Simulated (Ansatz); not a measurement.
The system is Be.

```xyz
1
Lattice="0.0000 1.5791 1.5791 1.5791 0.0000 1.5791 1.5791 1.5791 0.0000" Properties=species:S:1:pos:R:3 pbc="T T T"
Be    0.0000    0.0000    0.0000
```

The cell was built by a generator and needn't be a form met in nature.

Base run:

- Program: Ansatz 0.2.0
- Functional: revPBE
- Potentials or basis: Ansatz PAW
- Cutoff: 420 eV (not typed: the program's choice for these potentials)
- k mesh: 14 × 14 × 14
- Occupations: fermi-dirac, width 0.05 eV
- Spin: no spin polarisation

Its results: band gap on the k mesh none (metal or under the smearing width); pressure 2.6 GPa.

Q: The run is repeated on the same cell with these changes: functional from revPBE to PBE. What comes out?

A: Band gap on the k mesh none (metal or under the smearing width); pressure -0.2 GPa.

PBE binds more tightly than revPBE, so the same cell stands under less pressure.

Caveats: the PAW data sets come from PBE, with cores solved anew for the run's functional, which leaves a small shift of forces and pressure (some runs).
